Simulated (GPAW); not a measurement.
Wanted: an ASE script for a GPAW 26.7.0 run.

```
Task                : single point
Functional          : PBEsol
Potentials or basis : PAW data sets generated in the run's folder for this functional
Cutoff              : 600 eV
Basis               : pw
k mesh              : 12 × 12 × 7
Occupations         : fermi-dirac, width 0.05 eV
Spin                : collinear spin, ferromagnetic start
Starting moments    : [1.0, 1.0] μB
Maxiter             : 150
```

The system is Ni.

```
Ni
1.0
     2.44802    0.00000    0.00000
    -1.22401    2.12005    0.00000
     0.00000    0.00000    4.07281
Ni
2
Direct
  0.66667 0.33333 0.75000
  0.33333 0.66667 0.25000
```

This isn't the form of Ni at room conditions, which is fcc.

The input as run:

run.py

```python
from ase import Atoms
from ase.dft.bandgap import bandgap
from ase.io import write
from ase.units import Bohr, GPa
from gpaw import GPAW, PW, setup_paths
from gpaw.elf import elf_from_dft_calculation

setup_paths.insert(0, '.')

atoms = Atoms(['Ni', 'Ni'],
              cell=[[2.4480228978, 0.0, 0.0],
                    [-1.2240114489, 2.1200500186, 0.0],
                    [0.0, 0.0, 4.07280757]],
              scaled_positions=[[0.6666666667, 0.3333333333, 0.75],
                                [0.3333333333, 0.6666666667, 0.25]],
              pbc=True)
atoms.set_initial_magnetic_moments([1.0, 1.0])

calc = GPAW(mode=PW(600),
            xc='PBEsol',
            kpts={'size': (12, 12, 7), 'gamma': True},
            occupations={'name': 'fermi-dirac', 'width': 0.05},
            nbands=29,
            convergence={'density': 1e-05, 'energy': 1e-05},
            maxiter=150,
            txt='gpaw.txt')
atoms.calc = calc
energy = atoms.get_potential_energy()
forces = atoms.get_forces()
stress = atoms.get_stress()
calc.write('gs.gpw')
write('result.traj', atoms)
print(f'Energy: {energy:.6f} eV')
print('Forces (eV/A):')
print(forces.round(4))
print('Stress (GPa):', (stress / GPa).round(3))
print('Moments:', calc.get_magnetic_moments().round(3))
print('Fermi level:', round(calc.get_fermi_level(), 4), 'eV')
print(f'Gap: {bandgap(calc)[0]:.4f} eV, direct: {bandgap(calc, direct=True)[0]:.4f} eV')

# fields on the real-space grid
write('density.cube', atoms, data=calc.get_pseudo_density() * Bohr**3)
write('potential.cube', atoms, data=calc.get_electrostatic_potential())
write('spin.cube', atoms, data=(calc.get_pseudo_density(spin=0) - calc.get_pseudo_density(spin=1)) * Bohr**3)
write('elf.cube', atoms, data=elf_from_dft_calculation(calc).data)
```

Potentials or basis: PAW data sets generated in the run's folder for this functional, pw.

The run is started by

```console
$ gpaw-setup -f PBEsol Ni
$ OMP_NUM_THREADS=1 python run.py
```

It gave:

```
Pressure               : 0.0 GPa
Band gap on the k mesh : none (metal or under the smearing width)
Net moment             : 1.32 μB per cell
Site moments           : Ni +0.69 μB
```

Caveat: the stock nickel data set gives pressures a few GPa off other programs.

Wall time 75 s on 1 thread of Intel(R) Xeon(R) Platinum 8488C (Sapphire Rapids) (shared host), peak memory 0.22 GiB.
